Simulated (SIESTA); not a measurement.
In:

```
CELL_PARAMETERS angstrom
-1.88253 1.88253 1.88253
1.88253 -1.88253 1.88253
1.88253 1.88253 -1.88253
ATOMIC_POSITIONS crystal
In 0.00000 0.00000 0.00000
```

This isn't the form of In at room conditions, which is tetragonal.

| Property | Result |
| --- | --- |
| Program | SIESTA 5.4.2 |
| Task | single point |
| Functional | PBE |
| Potentials or basis | PseudoDojo 0.4 standard (PBE files) |
| Basis | DZP (energy shift 0.003 Ry; two zetas on semicore shells) |
| Grid cutoff | 500 Ry |
| Energy shift | 0.003 Ry |
| k mesh | 10 × 10 × 10 |
| Occupations | fermi-dirac, width 0.05 eV |
| Spin | no spin polarisation |

On this cell: pressure 1.4 GPa; band gap on the k mesh none (metal or under the smearing width).

The same run follows on a disturbed copy (cell strained at random at fixed volume):

```
In
1.0
    -1.86975    1.85713    1.91387
     1.83353   -1.91280    1.93333
     1.85852    1.90157   -1.96954
In
1
Direct
  0.99990 0.99783 0.00147
```

What changes?

The energy (extrapolated to zero smearing) moves by +2.1 meV/atom; pressure 1.5 GPa; band gap on the k mesh none (metal or under the smearing width).

Stress tensor (GPa, compression positive):
```
 2.01 -0.10  0.25
-0.10  1.34  0.50
 0.25  0.50  1.23
```

Caveats: the basis of atomic orbitals isn't converged, which shifts pressures, moduli and gaps.
